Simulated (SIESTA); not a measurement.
Runs of SIESTA 5.4.2 on Cu. It takes space group Fm-3m (No. 225, cubic). The conventional cell has a = 3.615 Å, b = 3.615 Å, c = 3.615 Å, α = 90.00°, β = 90.00°, γ = 90.00°. Cu (site symmetry m-3m) has 12 Cu at 2.56 Å as nearest neighbours. 

| task | level | potentials or basis | cell | gap on the mesh (eV) | pressure (GPa) | V0 of scaled cells (Å³/atom) | B0 (GPa) |
| --- | --- | --- | --- | --- | --- | --- | --- |
| single point | PBE | PseudoDojo 0.4 standard (PBE files), DZP (energy shift 0.003 Ry; two zetas on semicore shells) | as given | none | 1.1 | - | - |
| equation of state | PBE | PseudoDojo 0.4 standard (PBE files), DZP (energy shift 0.003 Ry; two zetas on semicore shells) | as given | - | - | (b) | 145 |
| equation of state | PBEsol | PseudoDojo 0.4 standard (PBEsol files), DZP (energy shift 0.003 Ry; two zetas on semicore shells) | as given | - | - | 11.28 | (a) |
| single point | PBE | PseudoDojo 0.4 standard (PBE files), DZP (energy shift 0.003 Ry; two zetas on semicore shells) | cell strained at random at fixed volume | none | 1.4 | - | - |

Alike in all rows: no spin polarisation; k mesh 13 × 13 × 13; smearing fermi-dirac 0.05 eV; grid cutoff 800 Ry; energy shift 0.003 Ry.

Task: Estimate the missing entries.

Result: (a) 177; (b) 11.91.

Caveats: short orbitals over semicore shells can move pressures by several GPa; the basis of atomic orbitals isn't converged, which shifts pressures, moduli and gaps.

A gap of «none» marks a metal or a gap under the smearing width.
